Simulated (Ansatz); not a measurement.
# PbTe: a single-point run

The task is a single-point run on PbTe. The structure is shown as the input types it. The cell is built on a prototype (h-MgO type) and needn't be the phase found in nature.

Program: Ansatz 0.2.0. Level of theory: density functional or hybrid calculation with the settings of its input, plane waves (as first typed). These are calculated values, not measurements.

3 further runs of the same task are left out: 1 for a known fault of the program, 2 that didn't finish.

### 1 Starting point

Symmetry: P6_3/mmc, No. 194, hexagonal system. The conventional cell has a = 5.498 Å, b = 5.498 Å, c = 6.575 Å, α = 90.00°, β = 90.00°, γ = 120.00°. Pb (site symmetry -6m2) is surrounded by 5 Te at 3.17 to 3.29 Å. Te (site symmetry -6m2) has 5 Pb at 3.17 to 3.29 Å as nearest neighbours.

Coordinates:

```
CELL_PARAMETERS angstrom
5.49838 0.00000 0.00000
-2.74919 4.76173 0.00000
0.00000 0.00000 6.57525
ATOMIC_POSITIONS crystal
Pb 0.33333 0.66667 0.25000
Pb 0.66667 0.33333 0.75000
Te 0.66667 0.33333 0.25000
Te 0.33333 0.66667 0.75000
```

### 2 Input and run

The input, input.yaml:

```yaml
crystal:
  lattice:
    - [5.4983762723, 0.0, 0.0]
    - [-2.7491881361, 4.7617335314, 0.0]
    - [0.0, 0.0, 6.5752494861]
  atoms:
    - { symbol: Pb, position: [0.3333333333, 0.6666666667, 0.25] }
    - { symbol: Pb, position: [0.6666666667, 0.3333333333, 0.75] }
    - { symbol: Te, position: [0.6666666667, 0.3333333333, 0.25] }
    - { symbol: Te, position: [0.3333333333, 0.6666666667, 0.75] }
kpoints:
  mp_grid: { grid: [3, 3, 2] }
hamiltonian:
  xc: hse06
scf:
  occupations: { method: fixed }
  n_extra_bands: 5
  exx: { max_outer_iter: 2 }
output:
  forces: true
  stress: true
  eigenvalues: true
```

The run is started by

```console
> ansatz run input.yaml --threads 4 --pin off --max-ram 3686MiB --backend cpu --events-out ev --progress --plain --runs-dir out
```

**Question.** How will this run end, and is anything wrong with its input?

The program finished normally, with warnings (stress exchange threshold loose, stress scf threshold loose). Its log warns: «output.stress: scf.convergence.dr2_threshold = 1e-7 eV (the SCF's general default) is looser than the 4e-10 eV advised for a printed stress (1e-10 eV for each atom of the ...»

Look at the input: scf.exx.max_outer_iter is 2. What could go wrong: too low a cap on iterations. The run converged, but that does not make its result sound.

The test: delete scf.exx.max_outer_iter (the default then holds).
